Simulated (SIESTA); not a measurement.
Co in SIESTA: the effect of functional

Co:

```
Co
1.0
     2.47056    0.00000    0.00000
    -1.23528    2.13957    0.00000
     0.00000    0.00000    8.08823
Co
4
Cartesian
  1.2353 0.7132 6.0662
  0.0000 0.0000 4.0441
  0.0000 1.4264 2.0221
  0.0000 0.0000 0.0000
```

Alike in all runs:

```yaml
Program: SIESTA 5.4.2
Task: band structure
Potentials_or_basis: PseudoDojo 0.4 standard (PBE files)
Basis: DZP (energy shift 0.003 Ry; two zetas on semicore shells)
Grid_cutoff: 800 Ry
Energy_shift: 0.003 Ry
k_mesh: 8 × 8 × 3
Occupations: fermi-dirac, width 0.05 eV
Spin: collinear spin, ferromagnetic start
Starting_moments: "[2.0, 2.0, 2.0, 2.0] μB"
```

```tsv
functional	pressure (GPa)
PBE	4.2
vdW-DF	14.1
vdW-DF2	?
optB88-vdW	3.7
vdW-DF-C09	-5.0
vdW-DF-cx	-3.6
VV10	6.8
```

**Question.** What does the run with functional vdW-DF2 give?

**Answer.** Pressure 20.4 GPa.

Caveats: all runs use coarse meshes; short orbitals over semicore shells can move pressures by several GPa; the basis of atomic orbitals isn't converged, which shifts pressures, moduli and gaps; the potentials were made for another functional, which shifts forces and pressure (some runs); the non-local part is tabulated coarsely and may be off by about a percent (some runs).
